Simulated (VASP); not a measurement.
# Ge (P4_32_12) in VASP: phonons with PBEsol

Aim: the phonons of Ge with PBEsol.

Everything below comes from runs of VASP 6.6.1. Logs are shortened: lines on timing, memory, paths and dates and some standing lists are left out, and cuts for length are marked.

### 1 The structure

Symmetry: P4_32_12, No. 96, tetragonal system. The conventional cell has a = 5.927 Å, b = 5.927 Å, c = 6.963 Å, α = 90.00°, β = 90.00°, γ = 90.00°. Ge (site symmetry 2) has 4 Ge at 2.48 to 2.49 Å as nearest neighbours. Around Ge (site symmetry 1) lie 4 Ge at 2.48 to 2.51 Å.

This isn't the form of Ge at room conditions, which is diamond.

### 2 Phonons, PBEsol

File POSCAR:

```
Ge
1.0
    5.9269990563      0.0000000000      0.0000000000
   -0.0000000000      5.9269990563      0.0000000000
   -0.0000000000      0.0000000000      6.9632345548
  Ge
    12
Direct
     0.0888703488672248    0.0888703488672248    0.0000000000000000
     0.4111296511327753    0.5888703488672248    0.7500000000000000
     0.9111296511327752    0.9111296511327752    0.5000000000000000
     0.5888703488672248    0.4111296511327753    0.2500000000000000
     0.1719308637729281    0.3699240878314017    0.2568395966605771
     0.1300759121685983    0.6719308637729279    0.0068395966605772
     0.8280691362270721    0.6300759121685983    0.7568395966605771
     0.8699240878314017    0.3280691362270719    0.5068395966605771
     0.6719308637729279    0.1300759121685983    0.9931604033394229
     0.6300759121685983    0.8280691362270721    0.2431604033394229
     0.3280691362270719    0.8699240878314017    0.4931604033394229
     0.3699240878314017    0.1719308637729281    0.7431604033394229
```

File INCAR.step1:

```
PREC = Accurate ; ENCUT = 600
EDIFF = 1E-8 ; ISMEAR = -1
SIGMA = 0.05 ; LREAL = False
LASPH = True ; NELM = 80
ALGO = Fast ; ISIF = 3
LWAVE = False ; LCHARG = False
GGA = PS ; IBRION = 2
NSW = 40 ; EDIFFG = -0.002
KPAR = 4
```

File INCAR.step2:

```
PREC = Accurate ; ENCUT = 600
EDIFF = 1E-8 ; ISMEAR = -1
SIGMA = 0.05 ; LREAL = False
LASPH = True ; NELM = 80
ALGO = Fast ; ISIF = 2
LWAVE = False ; LCHARG = False
GGA = PS ; IBRION = 8
NSW = 1 ; KPAR = 4
```

File KPOINTS:

```
Automatic mesh
0
Gamma
  6 6 5
```

Potentials or basis: VASP PAW PBE potentials, release 64 (Ge_d).

Launch:

```bash
$ cat potpaw_PBE.64/Ge_d/POTCAR > POTCAR
$ cp INCAR.step1 INCAR
$ mpirun -np 4 vasp_std > vasp.out
$ cp CONTCAR POSCAR
$ cp INCAR.step2 INCAR
$ mpirun -np 4 vasp_std > vasp.out
```

OUTCAR:

```text
PREC = Accurate
   ENCUT = 600
   EDIFF = 1E-8
   ISMEAR = -1
   LREAL = False
   LASPH = True
   NELM = 80
   ISIF = 2
   GGA = PS
   IBRION = 8
   NSW = 1

 ion  position               nearest neighbor table
   1  0.089  0.089  0.000-   6 2.48   9 2.48   5 2.49  12 2.49
   2  0.411  0.589  0.750-   7 2.48  12 2.48  11 2.49   6 2.49
   3  0.911  0.911  0.500-   8 2.48  11 2.48  10 2.49   7 2.49
   4  0.589  0.411  0.250-   5 2.48  10 2.48   9 2.49   8 2.49
   5  0.172  0.370  0.257-   4 2.48   1 2.49   6 2.51   8 2.51
   6  0.130  0.672  0.007-   1 2.48   2 2.49   5 2.51   7 2.51
[... 2714 lines left out ...]
  8Z    -0.092663   -0.050181    0.301979   -0.037634    0.046262   -0.014356    0.134763   -0.076389    0.071029    2.497048   -0.773686    3.192215   -2.291735   -0.158262    2.727998   -0.150614   -0.024371    0.137770   -0.220854    2.447585    2.727013    0.012423   -1.792901   -9.363313    0.231742    0.067175    0.490975   -0.041438    0.232188   -0.026117    0.011059    0.023694   -0.014314   -0.052097    0.058886   -0.230879
  9X     6.116680   -0.556769    0.360499    0.137691   -0.077486   -0.042679    0.075016   -0.220080    0.030093    0.669982   -0.657032   -0.702598    0.387037   -0.107853   -0.230364    0.164153    0.003796   -0.011422   -0.052253    0.026684    0.058948   -0.043910    0.107337    0.230285  -10.563644    1.299885   -1.787167    0.364014    0.301683   -0.221018   -0.050577    0.180369    0.025033    2.795810   -0.300534    2.290391
  9Y    -0.440900    0.159863   -0.031097   -0.290570    0.286273   -0.184306   -0.044216   -0.080297    0.072055   -0.802715    2.445548    2.538780    0.108602    0.008739   -0.038223   -0.140246    0.164213   -0.023025   -0.024222    0.109470    0.051136    0.152631   -0.044611    0.062149    1.301862   -6.124432    0.010285    0.296297    2.794626   -2.450759    0.179482   -0.082256    0.151141   -0.296003    0.362864   -0.158136
  9Z    -0.076389    0.134763    0.071029    0.046262   -0.037634   -0.014356   -0.050181   -0.092663    0.301979   -0.773686    2.497048    3.192215    0.232188   -0.041438   -0.026117    0.023694    0.011059   -0.014314    0.058886   -0.052097   -0.230879    0.067175    0.231742    0.490975   -1.792901    0.012423   -9.363313   -0.158262   -2.291735    2.727998   -0.024371   -0.150614    0.137770    2.447585   -0.220854    2.727013
 10X     0.286273    0.290570   -0.184306   -0.080297    0.044216    0.072055    2.445548    0.802715    2.538780    0.159863    0.440900   -0.031097    0.164213    0.140246   -0.023025    0.109470    0.024222    0.051136   -0.044611   -0.152631    0.062149    0.008739   -0.108602   -0.038223    0.362864    0.296003   -0.158136   -6.124432   -1.301862    0.010285    2.794626   -0.296297   -2.450759   -0.082256   -0.179482    0.151141
 10Y     0.077486    0.137691    0.042679    0.220080    0.075016   -0.030093    0.657032    0.669982    0.702598    0.556769    6.116680   -0.360499   -0.003796    0.164153    0.011422   -0.026684   -0.052253   -0.058948   -0.107337   -0.043910   -0.230285    0.107853    0.387037    0.230364    0.300534    2.795810   -2.290391   -1.299885  -10.563644    1.787167   -0.301683    0.364014    0.221018   -0.180369   -0.050577   -0.025033
 10Z    -0.037634   -0.046262   -0.014356   -0.092663    0.050181    0.301979    2.497048    0.773686    3.192215    0.134763    0.076389    0.071029    0.011059   -0.023694   -0.014314   -0.052097   -0.058886   -0.230879    0.231742   -0.067175    0.490975   -0.041438   -0.232188   -0.026117   -0.220854   -2.447585    2.727013    0.012423    1.792901   -9.363313   -2.291735    0.158262    2.727998   -0.150614    0.024371    0.137770
 11X     0.075016   -0.220080   -0.030093    0.669982   -0.657032    0.702598    6.116680   -0.556769   -0.360499    0.137691   -0.077486    0.042679   -0.052253    0.026684   -0.058948   -0.043910    0.107337   -0.230285    0.387037   -0.107853    0.230364    0.164153    0.003796    0.011422   -0.050577    0.180369   -0.025033    2.795810   -0.300534   -2.290391  -10.563644    1.299885    1.787167    0.364014    0.301683    0.221018
 11Y    -0.044216   -0.080297   -0.072055   -0.802715    2.445548   -2.538780   -0.440900    0.159863    0.031097   -0.290570    0.286273    0.184306   -0.024222    0.109470   -0.051136    0.152631   -0.044611   -0.062149    0.108602    0.008739    0.038223   -0.140246    0.164213    0.023025    0.179482   -0.082256   -0.151141   -0.296003    0.362864    0.158136    1.301862   -6.124432   -0.010285    0.296297    2.794626    2.450759
 11Z     0.050181    0.092663    0.301979    0.773686   -2.497048    3.192215    0.076389   -0.134763    0.071029   -0.046262    0.037634   -0.014356   -0.058886    0.052097   -0.230879   -0.067175   -0.231742    0.490975   -0.232188    0.041438   -0.026117   -0.023694   -0.011059   -0.014314    0.024371    0.150614    0.137770   -2.447585    0.220854    2.727013    1.792901   -0.012423   -9.363313    0.158262    2.291735    2.727998
 12X     2.445548    0.802715   -2.538780    0.159863    0.440900    0.031097    0.286273    0.290570    0.184306   -0.080297    0.044216   -0.072055   -0.044611   -0.152631   -0.062149    0.008739   -0.108602    0.038223    0.164213    0.140246    0.023025    0.109470    0.024222   -0.051136    2.794626   -0.296297    2.450759   -0.082256   -0.179482   -0.151141    0.362864    0.296003    0.158136   -6.124432   -1.301862   -0.010285
 12Y     0.657032    0.669982   -0.702598    0.556769    6.116680    0.360499    0.077486    0.137691   -0.042679    0.220080    0.075016    0.030093   -0.107337   -0.043910    0.230285    0.107853    0.387037   -0.230364   -0.003796    0.164153   -0.011422   -0.026684   -0.052253    0.058948   -0.301683    0.364014   -0.221018   -0.180369   -0.050577    0.025033    0.300534    2.795810    2.290391   -1.299885  -10.563644   -1.787167
 12Z    -2.497048   -0.773686    3.192215   -0.134763   -0.076389    0.071029    0.037634    0.046262   -0.014356    0.092663   -0.050181    0.301979   -0.231742    0.067175    0.490975    0.041438    0.232188   -0.026117   -0.011059    0.023694   -0.014314    0.052097    0.058886   -0.230879    2.291735   -0.158262    2.727998    0.150614   -0.024371    0.137770    0.220854    2.447585    2.727013   -0.012423   -1.792901   -9.363313

 Eigenvectors and eigenvalues of the dynamical matrix
   1 f  =    8.449908 THz    53.092339 2PiTHz  281.858598 cm-1    34.945997 meV
   2 f  =    8.090392 THz    50.833434 2PiTHz  269.866440 cm-1    33.459159 meV
   3 f  =    7.983660 THz    50.162815 2PiTHz  266.306234 cm-1    33.017750 meV
   4 f  =    7.983660 THz    50.162815 2PiTHz  266.306234 cm-1    33.017750 meV
   5 f  =    7.856905 THz    49.366388 2PiTHz  262.078131 cm-1    32.493532 meV
   6 f  =    7.840394 THz    49.262647 2PiTHz  261.527386 cm-1    32.425249 meV
[... 25 lines left out ...]
  32 f  =    2.040388 THz    12.820138 2PiTHz   68.060027 cm-1     8.438364 meV
  33 f  =    1.416527 THz     8.900299 2PiTHz   47.250240 cm-1     5.858281 meV
  34 f/i=    0.001583 THz     0.009948 2PiTHz    0.052810 cm-1     0.006548 meV
  35 f/i=    0.001583 THz     0.009948 2PiTHz    0.052810 cm-1     0.006548 meV
  36 f/i=    0.002507 THz     0.015751 2PiTHz    0.083621 cm-1     0.010368 meV

 ELASTIC MODULI CONTR FROM IONIC RELAXATION (kBar)
 Direction    XX          YY          ZZ          XY          YZ          ZX
 --------------------------------------------------------------------------------
 XX        -348.7332    185.5918    -58.4073     -0.0000     -0.0000      0.0000
 YY         185.5918   -348.7332    -58.4073     -0.0000      0.0000     -0.0000
 ZZ         -58.4073    -58.4073   -616.7707     -0.0000     -0.0000      0.0000
 XY          -0.0000     -0.0000     -0.0000    -60.8651      0.0000      0.0000
 YZ          -0.0000      0.0000     -0.0000      0.0000   -256.7799     -0.0000
 ZX           0.0000     -0.0000      0.0000      0.0000      0.0000   -262.9911
 --------------------------------------------------------------------------------
```

OSZICAR.step1:

```text
N       E                     dE             d eps       ncg     rms          rms(c)
DAV:   1     0.252739127362E+04    0.25274E+04   -0.75106E+04  6896   0.521E+03
DAV:   2     0.495753168048E+03   -0.20316E+04   -0.19728E+04  6000   0.130E+03
DAV:   3     0.144942711746E+02   -0.48126E+03   -0.46611E+03  6008   0.315E+02
[... 78 lines left out ...]
RMM:   4    -0.579177653604E+02    0.29071E-06   -0.78798E-06  7416   0.150E-02    0.294E-03
RMM:   5    -0.579177651911E+02    0.16931E-06   -0.18699E-06  8161   0.594E-03    0.216E-03
RMM:   6    -0.579177647755E+02    0.41560E-06   -0.30965E-07  6678   0.421E-03    0.959E-04
RMM:   7    -0.579177648502E+02   -0.74662E-07   -0.10791E-07  6044   0.208E-03    0.103E-04
RMM:   8    -0.579177648550E+02   -0.48640E-08   -0.29552E-08  4386   0.831E-04
   8 F= -.57917765E+02 E0= -.57917557E+02  d E =-.181194E-04
```

It took 1.9 h on 4 MPI ranks of AMD EPYC 9R45 (Zen 5), shared host; peak memory 4 GiB.

Results:

```
Highest phonon frequency at Γ : 282 cm⁻¹
```

Phonon frequencies in cm⁻¹ (negative: imaginary):
| q point | frequencies |
| --- | --- |
| (0.000, 0.000, 0.000) | 0 0 0 47 68 68 73 73 77 78 80 82 90 125 141 141 177 177 182 184 202 204 213 213 219 219 236 236 261 261 262 262 266 266 270 282 |
